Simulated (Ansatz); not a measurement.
Set up this calculation in Ansatz 0.2.0, as the native input.

```
Task                                : band structure
Functional                          : RPBE
Potentials or basis                 : Ansatz PAW
Cutoff                              : 420 eV (not typed: the program's choice for these potentials)
k mesh                              : 11 × 11 × 11
Occupations                         : fermi-dirac, width 0.05 eV
Spin                                : collinear spin, ferromagnetic start
Starting moments                    : [2.0, 0.0] μB
Path                                : [["G", "L", "B1"], ["B", "Z", "G", "X"], ["Q", "F", "P1", "Z"], ["L", "P"]]
Points for each segment of the path : 14
```

CoO:

```xyz
2
Lattice="1.5055 0.8692 2.4399 -1.5055 0.8692 2.4399 0.0000 -1.7384 2.4399" Properties=species:S:1:pos:R:3 pbc="T T T"
Co    0.0000    0.0000    0.0000
O     0.0000    0.0000    3.6599
```

The cell is a database's computed one.

These files were run (other wordings do the same):

input.yaml

```yaml
crystal:
  lattice:
    - [1.5054695445, 0.8691832468, 2.4399269062]
    - [-1.5054695445, 0.8691832468, 2.4399269062]
    - [0.0, -1.7383664936, 2.4399269062]
  atoms:
    - { symbol: Co, position: [0.0, 0.0, 0.0], spin: 2.0 }
    - { symbol: O, position: [0.5, 0.5, 0.5] }
hamiltonian:
  xc: rpbe
  pseudopotentials: { kind: paw }
magnetization:
  spin_polarized: true
kpoints:
  mp_grid: { grid: [11, 11, 11] }
  band_path:
    path:
      - [[0.0, 0.0, 0.0], [0.5, 0.0, 0.0], [0.5, 0.2512681158, -0.2512681158]]
      - [[0.7487318842, 0.5, 0.2512681158], [0.5, 0.5, 0.5], [0.0, 0.0, 0.0], [0.3756340579, 0.0, -0.3756340579]]
      - [[0.6243659421, 0.3756340579, 0.0], [0.5, 0.5, 0.0], [0.6243659421, 0.6243659421, 0.2512681158], [0.5, 0.5, 0.5]]
      - [[0.5, 0.0, 0.0], [0.7487318842, 0.3756340579, 0.3756340579]]
    npoints: 14
scf:
  occupations: { method: fermi_dirac, width: 0.05 }
  n_extra_bands: 6
output:
  forces: true
  stress: true
  eigenvalues: true
  fatbands: false
```

Potentials or basis: Ansatz PAW.

The run is started by

```bash
$ ansatz run input.yaml --threads 2 --pin off --max-ram 5632MiB --backend cpu --events-out ev --progress --plain --runs-dir out
```

It gave:

* Pressure: 6.2 GPa
* Band gap on the k mesh: none (metal or under the smearing width)
* Net moment: 2.93 μB per cell
* Absolute moment: 2.95 μB per cell
* Site moments: Co +2.50; O +0.32 μB

Caveat: the pressure holds a Pulay correction of +0.7 GPa for the finite cutoff; a cell with one magnetic atom can't hold antiferromagnetic order, which such compounds often take; semilocal functionals often make such compounds metallic where correlation or magnetic order opens a gap, which also shifts bond lengths; the PAW data sets come from PBE, with cores solved anew for the run's functional, which leaves a small shift of forces and pressure.

Run time: 24 s on 2 threads of Arm Neoverse V1, with other jobs on the host, peak memory 0.96 GiB.
